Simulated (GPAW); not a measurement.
# P (buckled honeycomb monolayer): G0W0 on several meshes in GPAW

Aim: the GW shift of P (buckled honeycomb monolayer) against the k mesh.

Program: GPAW 26.7.0. Level of theory: LDA and many-body steps on it, plane waves. Results are calculated unless marked as measured.

## 1. Set-up

The cell holds 2 atoms: 2 P. Its edges and angles: a = 3.220 Å, b = 3.220 Å, c = 12.200 Å, α = 90.0°, β = 90.0°, γ = 120.0°. Vacuum lies along c.

As a file:

```
P
1.0
     3.22044    0.00000    0.00000
    -1.61022    2.78898    0.00000
     0.00000    0.00000   12.20000
P
2
Direct
  0.33333 0.66667 0.44909
  0.66667 0.33333 0.55091
```

The structure was relaxed with LDA. The runs that relaxed it are not among those shown.

## 2. Empty states on the mesh, 12×12×1 mesh, 258 bands

This step: GPAW 26.7.0; DFT, LDA, plane waves, PAW.

The sums over transitions need many empty states on a uniform mesh; this step solves for them.

Contents of run.py:

```python
import json
import numpy as np
from gpaw.mpi import world
from gpaw import GPAW

calc = GPAW('gs.gpw').fixed_density(kpts={'size': (12, 12, 1), 'gamma': True},
    parallel={'domain': 1, 'band': 1},
    txt='nscf.txt')
calc.diagonalize_full_hamiltonian(nbands=258)
calc.write('full.gpw', mode='all')
res = {}
kpts = calc.get_ibz_k_points()
res['kpts'] = kpts
res['eigenvalues'] = [calc.get_eigenvalues(kpt=k) for k in range(len(kpts))]
res['n_electrons'] = calc.get_number_of_electrons()

if world.rank == 0:
    with open('result.json', 'w') as f:
        json.dump(res, f, default=lambda x: x.tolist())
```

The run is started by

```
> mpirun -n 4 gpaw python run.py
```

Numbers of over 12 decimals in the logs are rounded to 6 here.

Log:

```text
Diagonalizing LCAO Hamiltonian
Converting LCAO to pw mode
convergence criteria:
- Maximum integral of absolute [eigenst]ate change: 4e-08 eV^2 / valence electron
maximum number of iterations: 100

SCF iterations
|iter     |     time |      energy | eigst |  dens |
|iter:   1|  |             | +1.22 |       |
|iter:   2|  |             | +0.04 |       |
|iter:   3|  |             | -0.95 |       |
[...]
|iter:  10|  |             | -6.45 |       |
|iter:  11|  |             | -7.32 |       |
|iter:  12|  |             | -7.95c|       |
SCF steps: 12
  __  _  _
 | _ |_)|_||  |
 |__||  | ||/\| - 26.7.0

Input parameters:
  mode=PW(ecut=450.000000),
  convergence={'density': 1e-06, 'bands': -3},
  gpts=array([16, 16, 60]),
  kpts=MonkhorstPack(size=(12, 12, 1), gamma=True),
  maxiter=100,
  nbands=12,
  occupations=Occupations(name='fermi-dirac', width=0.001, fixmagmom=False),
  parallel={'domain': 1, 'band': 1},
  xc=XC(name='LDA')
Matrix size: 2419x2419
# Writing to full.gpw (mode='all')
  [... matrices ...]

timing:  # [seconds]
  Total: 61.400  # ━━━━━━━━━━━━━━━━━━━━━━━━━━━━━━━━━━━━━━━━━━━━━━━━━━━━━━━━━━
```

It took 65 s on 4 MPI ranks of Arm Neoverse V1, shared host; peak memory 2.5 GiB.

Numbers from this step:

```
gap                                                           : 1.851 eV
k of the valence top                                          : 0, 0, 0
k of the conduction bottom                                    : 0.3333, 0, 0
least direct gap                                              : 2.126 eV
k points computed                                             : 19
lowest point of the top converged band, above the valence top : 98.8883 eV
```

On this mesh the gap is 1.851 eV.

## 3. 12×12×1

Now the one-shot GW correction: screening in the RPA, then the self-energy of the levels asked for.

This step: G0W0 on LDA, plane waves, PAW.

Contents of run.py:

```python
import json
import numpy as np
from gpaw.mpi import world
from gpaw.response.g0w0 import G0W0

gw = G0W0('full.gpw',
    filename='gw',
    kpts=[0, 8],
    bands=(3, 7),
    ecut=60,
    nbands=115,
    truncation='2D',
    integrate_gamma='sphere',
    q0_correction=True,
    frequencies={'type': 'nonlinear', 'domega0': 0.15, 'omega2': 15.0},
    eta=0.1,
    nblocksmax=True)
gw.calculate()
res = {mode: {k: v for k, v in r.items() if k != 'sigma_eskwn'}
       for mode, r in gw.all_results.items()}

if world.rank == 0:
    with open('result.json', 'w') as f:
        json.dump(res, f, default=lambda x: x.tolist())
```

The run is started by

```
> mpirun -n 4 gpaw python run.py
```

Log:

```text
Using integrator: PointIntegrator
NonLinearFrequencyDescriptor(from 0.000 to 76.710 eV, 165 points)
Nonperiodic BCs:  [False False  True]
Using integrator: PointIntegrator
NonLinearFrequencyDescriptor(from 0.000 to 76.710 eV, 165 points)
Nonperiodic BCs:  [False False  True]
Applying analytical 2D correction to W:
    Evaluating Gamma point contribution to W on a 13x13x1 grid
  ___  _ _ _
 |   || | | |
 | | || | | |
 |__ ||_____|
 |___|

BZ k-points: Symmetries present (total): 12

  [... matrices ...]
144 k-points: 12 x 12 x 1 Monkhorst-Pack grid + [1/24,1/24,0.000000]
19 k-points in the irreducible part of the Brillouin zone
       k-points in crystal coordinates                weights
   0:    -0.00000000   -0.00000000    0.00000000          1/144
   1:     0.08333333   -0.00000000    0.00000000          6/144
   2:     0.16666667   -0.08333333    0.00000000          6/144
   3:     0.16666667   -0.00000000    0.00000000          6/144
   4:     0.25000000   -0.08333333    0.00000000         12/144
   5:     0.25000000   -0.00000000    0.00000000          6/144
   6:     0.33333333   -0.16666667    0.00000000          6/144
   7:     0.33333333   -0.08333333    0.00000000         12/144
   8:     0.33333333   -0.00000000    0.00000000          6/144
   9:     0.33333333    0.33333333    0.00000000          2/144
          ...
  18:     0.50000000    0.50000000    0.00000000          3/144

Distributing spins, k-points and bands (1 x 2 x 4) over 1 process
Number of blocks: 4

Quasi particle states:
k-points (IBZ indices): [0, 8]
Band range: (3, 7)
  [... matrices ...]
Computational parameters:
Plane wave cut-off: 60 eV
Number of bands: 115
Coulomb cutoff: 2D
Broadening: 0.1 eV

fxc modes: GW
Kernel: RPA
Using full-frequency real axis integration
Summing all q:

Calculating screened Coulomb potential
2D Coulomb truncation
NonLinearFrequencyDescriptor(from 0.000 to 76.710 eV, 165 points)
Removing empty qpoint cache files...

Calculating chi0 body with:
    Ground state adapter containing:
    Number of spins: 1
    Number of kpoints: 144
    Number of irreducible kpoints: 19
    Number of completely occupied states: 5
    Number of partially occupied states: 5
    Occupied states memory: 1.171875 M / cpu

    Linear response parametrization:
    q_c: [-2.0816681711721685e-17, -2.0816681711721685e-17, 0.0]
    Number of frequency points: 165
    Planewave cutoff: 60.0
    Number of bands: 115
    Number of planewaves: 111
    Broadening (eta): 0.1
    comm.size: 4
    kncomm.size: 1
    blockcomm.size: 4

    Memory estimate of potentially large arrays:
        chi0_wGG: 7.755146 M / cpu
Integrating chi0 body.

Symmetries of q_c:
    Direct symmetries (Uq -> q): 12
    Indirect symmetries (TUq -> q): 0
In total 12 allowed symmetries.

  [... matrices ...]
19 groups of equivalent kpoints. 86.805556% reduction.

Integral kind: spectral function
Integrating chi0 head and wings.

Symmetries of q_c:
    Direct symmetries (Uq -> q): 12
    Indirect symmetries (TUq -> q): 0
In total 12 allowed symmetries.

  [... matrices ...]
19 groups of equivalent kpoints. 86.805556% reduction.

Integral kind: spectral function wings

Calculating chi0 body with:
    Ground state adapter containing:
    Number of spins: 1
    Number of kpoints: 144
    Number of irreducible kpoints: 19
    Number of completely occupied states: 5
    Number of partially occupied states: 5
[... the further q-points ...]

Results:
f:      Occupation numbers
eps:     KS-eigenvalues [eV]
vxc:     KS vxc [eV]
exx:     Exact exchange [eV]
sigma:   Self-energies [eV]
dsigma:  Self-energy derivatives
Z:       Renormalization factors
qp:      QP-energies [eV]

k-point 0 (0): (-0.000, -0.000, 0.000)                GW
band       f     eps     vxc     exx   sigma  dsigma       Z      qp
                                                                   GW
   3   1.000  -2.367 -15.497 -16.717   1.009  -0.323   0.756  -2.526
   4   1.000  -2.367 -15.497 -16.717   1.009  -0.323   0.756  -2.526
   5   0.000   1.665 -14.242  -8.960  -3.733  -0.377   0.726   2.789
   6   0.000   1.665 -14.242  -8.960  -3.733  -0.377   0.726   2.789

k-point 1 (8): (0.333, -0.000, 0.000)                GW
band       f     eps     vxc     exx   sigma  dsigma       Z      qp
                                                                   GW
   3   1.000  -4.257 -14.801 -16.840   1.659  -0.360   0.735  -4.537
   4   1.000  -2.643 -13.529 -15.523   1.345  -0.375   0.727  -3.114
   5   0.000  -0.516 -12.566  -8.334  -2.972  -0.315   0.761   0.443
   6   0.000   1.600 -11.067  -6.283  -3.560  -0.335   0.749   2.516
```

Run time: 2.2 min. Hardware: 4 MPI ranks; peak memory 1.4 GiB; 8.6 min of CPU time.

Numbers from this step:

| Property | Result |
| --- | --- |
| G0W0 gap on the points computed | 2.970 eV |
| least direct G0W0 gap on the computed points | 3.557 eV |
| Z at the valence top | 0.7557 |
| Z at the conduction bottom | 0.7607 |
| starting gap on the mesh | 1.851 eV |
| k of the valence top | 0, 0, 0 |
| k of the conduction bottom | 0.3333, 0, 0 |

The gap on the mesh goes from 1.85 eV to 2.97 eV, a correction of +1.12 eV.

## 4. Empty states on the mesh, 9×9×1 mesh, 125 bands

This step: DFT, LDA, plane waves, PAW.

Contents of run.py:

```python
import json
import numpy as np
from gpaw.mpi import world
from gpaw import GPAW

calc = GPAW('gs.gpw').fixed_density(kpts={'size': (9, 9, 1), 'gamma': True},
    nbands=145,
    convergence={'bands': 125},
    txt='nscf.txt')
calc.write('full.gpw', mode='all')
res = {}
kpts = calc.get_ibz_k_points()
res['kpts'] = kpts
res['eigenvalues'] = [calc.get_eigenvalues(kpt=k) for k in range(len(kpts))]
res['n_electrons'] = calc.get_number_of_electrons()

if world.rank == 0:
    with open('result.json', 'w') as f:
        json.dump(res, f, default=lambda x: x.tolist())
```

The run is started by

```
> mpirun -n 4 gpaw python run.py
```

Log:

```text
Diagonalizing LCAO Hamiltonian
Converting LCAO to pw mode
convergence criteria:
- Maximum integral of absolute [eigenst]ate change: 4e-08 eV^2 / valence electron
maximum number of iterations: 100

SCF iterations
|iter     |     time |      energy | eigst |  dens |
|iter:   1|  |             | +4.54 |       |
|iter:   2|  |             | +3.32 |       |
|iter:   3|  |             | +2.18 |       |
[...]
|iter:  14|  |             | -6.67 |       |
|iter:  15|  |             | -7.12 |       |
|iter:  16|  |             | -7.45c|       |
SCF steps: 16
  __  _  _
 | _ |_)|_||  |
 |__||  | ||/\| - 26.7.0

Input parameters:
  mode=PW(ecut=450.000000),
  convergence={'bands': 125},
  gpts=array([16, 16, 60]),
  kpts=MonkhorstPack(size=(9, 9, 1), gamma=True),
  maxiter=100,
  nbands=145,
  occupations=Occupations(name='fermi-dirac', width=0.001, fixmagmom=False),
  parallel={},
  xc=XC(name='LDA')
# Writing to full.gpw (mode='all')
  [... matrices ...]

timing:  # [seconds]
  Total: 0.055  # ━━━━━━━━━━━━━━━━━━━━━━━━━━━━━━━━━━━━━━━━━━━━━━━━━━━━━━━━━━━
```

The job ended after 31 s (4 MPI ranks; peak memory 0.76 GiB).

Numbers from this step:

```
gap                                                           : 1.851 eV
k of the valence top                                          : 0, 0, 0
k of the conduction bottom                                    : 0.3333, 0, 0
least direct gap                                              : 2.126 eV
k points computed                                             : 12
lowest point of the top converged band, above the valence top : 59.3410 eV
```

On this mesh the gap is 1.851 eV.

## 5. 9×9×1

This step: G0W0 on LDA, plane waves, PAW.

Contents of run.py:

```python
import json
import numpy as np
from gpaw.mpi import world
from gpaw.response.g0w0 import G0W0

gw = G0W0('full.gpw',
    filename='gw',
    kpts=[0, 5],
    bands=(3, 7),
    ecut=60,
    nbands=115,
    truncation='2D',
    integrate_gamma='sphere',
    q0_correction=True,
    frequencies={'type': 'nonlinear', 'domega0': 0.15, 'omega2': 15.0},
    eta=0.1,
    nblocksmax=True)
gw.calculate()
res = {mode: {k: v for k, v in r.items() if k != 'sigma_eskwn'}
       for mode, r in gw.all_results.items()}

if world.rank == 0:
    with open('result.json', 'w') as f:
        json.dump(res, f, default=lambda x: x.tolist())
```

The run is started by

```
> mpirun -n 4 gpaw python run.py
```

Log:

```text
Using integrator: PointIntegrator
NonLinearFrequencyDescriptor(from 0.000 to 76.710 eV, 165 points)
Nonperiodic BCs:  [False False  True]
Using integrator: PointIntegrator
NonLinearFrequencyDescriptor(from 0.000 to 76.710 eV, 165 points)
Nonperiodic BCs:  [False False  True]
Applying analytical 2D correction to W:
    Evaluating Gamma point contribution to W on a 17x17x1 grid
  ___  _ _ _
 |   || | | |
 | | || | | |
 |__ ||_____|
 |___|

BZ k-points: Symmetries present (total): 12

  [... matrices ...]
81 k-points: 9 x 9 x 1 Monkhorst-Pack grid
12 k-points in the irreducible part of the Brillouin zone
       k-points in crystal coordinates                weights
   0:     0.00000000    0.00000000    0.00000000          1/81
   1:     0.11111111    0.00000000    0.00000000          6/81
   2:     0.22222222   -0.11111111    0.00000000          6/81
[...]
9:     0.44444444    0.00000000    0.00000000          6/81
          ...
  11:     0.44444444    0.44444444    0.00000000          6/81

Distributing spins, k-points and bands (1 x 2 x 4) over 1 process
Number of blocks: 4

Quasi particle states:
k-points (IBZ indices): [0, 5]
Band range: (3, 7)
  [... matrices ...]
Computational parameters:
Plane wave cut-off: 60 eV
Number of bands: 115
Coulomb cutoff: 2D
Broadening: 0.1 eV

fxc modes: GW
Kernel: RPA
Using full-frequency real axis integration
Summing all q:

Calculating screened Coulomb potential
2D Coulomb truncation
NonLinearFrequencyDescriptor(from 0.000 to 76.710 eV, 165 points)
Removing empty qpoint cache files...

Calculating chi0 body with:
    Ground state adapter containing:
    Number of spins: 1
    Number of kpoints: 81
    Number of irreducible kpoints: 12
    Number of completely occupied states: 5
[...]
q_c: [0.0, 0.0, 0.0]
    Number of frequency points: 165
    Planewave cutoff: 60.0
    Number of bands: 115
    Number of planewaves: 111
    Broadening (eta): 0.1
    comm.size: 4
    kncomm.size: 1
    blockcomm.size: 4

    Memory estimate of potentially large arrays:
        chi0_wGG: 7.755146 M / cpu
Integrating chi0 body.

Symmetries of q_c:
    Direct symmetries (Uq -> q): 12
    Indirect symmetries (TUq -> q): 0
In total 12 allowed symmetries.

  [... matrices ...]
12 groups of equivalent kpoints. 85.185185% reduction.

Integral kind: spectral function
Integrating chi0 head and wings.

Symmetries of q_c:
    Direct symmetries (Uq -> q): 12
    Indirect symmetries (TUq -> q): 0
In total 12 allowed symmetries.

  [... matrices ...]
12 groups of equivalent kpoints. 85.185185% reduction.

Integral kind: spectral function wings

Calculating chi0 body with:
    Ground state adapter containing:
    Number of spins: 1
    Number of kpoints: 81
    Number of irreducible kpoints: 12
    Number of completely occupied states: 5
    Number of partially occupied states: 5
    Occupied states memory: 1.171875 M / cpu

[... the further q-points ...]

Results:
f:      Occupation numbers
eps:     KS-eigenvalues [eV]
vxc:     KS vxc [eV]
exx:     Exact exchange [eV]
sigma:   Self-energies [eV]
dsigma:  Self-energy derivatives
Z:       Renormalization factors
qp:      QP-energies [eV]

k-point 0 (0): (0.000, 0.000, 0.000)                GW
band       f     eps     vxc     exx   sigma  dsigma       Z      qp
                                                                   GW
   3   1.000  -2.367 -15.497 -16.738   1.002  -0.329   0.752  -2.547
   4   1.000  -2.367 -15.497 -16.738   1.002  -0.329   0.752  -2.546
   5   0.000   1.665 -14.242  -8.954  -3.714  -0.376   0.727   2.809
[...]
k-point 1 (5): (0.333, 0.000, 0.000)                GW
band       f     eps     vxc     exx   sigma  dsigma       Z      qp
                                                                   GW
[...]
5   0.000  -0.516 -12.566  -8.320  -2.964  -0.316   0.760   0.459
   6   0.000   1.600 -11.067  -6.280  -3.541  -0.335   0.749   2.533
```

It took 56 s on 4 MPI ranks; peak memory 0.99 GiB.

Numbers from this step:

```yaml
g0w0_gap_on_the_points_computed: 3.005 eV
least_direct_g0w0_gap_on_the_computed_points: 3.592 eV
z_at_the_valence_top: 0.7523
z_at_the_conduction_bottom: 0.7601
starting_gap_on_the_mesh: 1.851 eV
k_of_the_valence_top: 0, 0, 0
k_of_the_conduction_bottom: 0.3333, 0, 0
```

Against G0W0 in GPAW (12×12×1 mesh, 115 bands, screening to 60 eV, full frequency, Hilbert transform), the gap moves by +0.036 eV.

## 6. Side by side

Times are wall times on 4 MPI ranks of Arm Neoverse V1, shared host, good to a factor of about two.

| run | mesh | bands | screening cutoff (eV) | DFT gap (eV) | gap on the mesh (eV) | direct (eV) | time |
| --- | --- | --- | --- | --- | --- | --- | --- |
| 12×12×1 | 12×12×1 | 115 | 60 | 1.851 | 2.970 | 3.557 | 2.2 min |
| 9×9×1 | 9×9×1 | 115 | 60 | 1.851 | 3.005 | 3.592 | 56 s |

## 7. Outcome

```
12×12×1      : 2.970 eV
9×9×1        : 3.005 eV
known limits : not at the basis limit
```

**Reading.** 9×9×1: +0.036 eV against 12×12×1. Bands and cutoff are finite, so the gap is not at the basis limit. The miss can reach some tenths of an eV and take either sign; the mesh is an error of its own. These stock PAW sets were not made for GW. In the G0W0 runs levels were corrected at 2 k points alone, so a gap called «on the mesh» is the least over those, and an edge elsewhere would be missed.

[Paths, hosts, dates, memory and timing lines, banners, echoed tables and standing remarks are left out of the program output.]

[Logs are printed without paths, hosts, clocks, repeated set-up lines and the standing remarks that a program may print on its own settings, such as how far it seeks lower states.]

[Runs of the session that timed out or met a known fault of the program may be left out.]

[Hosts, paths, dates, database ids (printed as entryN), source tags and the programs' standing remarks are cut or masked in the printed files.]
